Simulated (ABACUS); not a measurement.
The system is Os.

```
CELL_PARAMETERS angstrom
2.73410 0.00000 0.00000
-1.36705 2.36780 0.00000
0.00000 0.00000 4.31970
ATOMIC_POSITIONS crystal
Os 0.66667 0.33333 0.75000
Os 0.33333 0.66667 0.25000
```

Base run:

| Quantity | Value |
| --- | --- |
| Program | ABACUS 3.10.1 |
| Functional | PBE |
| Potentials or basis | PseudoDojo NC SR 0.4.1 PBE standard |
| Cutoff | 1007 eV |
| Density cutoff | 4027 eV |
| Basis | plane waves |
| k mesh | 11 × 11 × 6 |
| Occupations | fermi-dirac, width 0.05 eV |
| Spin | no spin polarisation |

Its results: band gap on the k mesh none (metal or under the smearing width); pressure 8.2 GPa.

Q: The run is repeated on the same cell with these changes: cutoff from 1007 eV to 1361 eV; density cutoff from 4027 eV to 5442 eV; basis from plane waves to TZDP LCAO (the cutoffs set its grid). What comes out?

A: Band gap on the k mesh none (metal or under the smearing width); pressure 8.9 GPa.

Caveats: the atomic orbitals were generated for these runs and aren't a published set (some runs); the basis of atomic orbitals isn't converged, which shifts pressures, moduli and gaps (some runs).
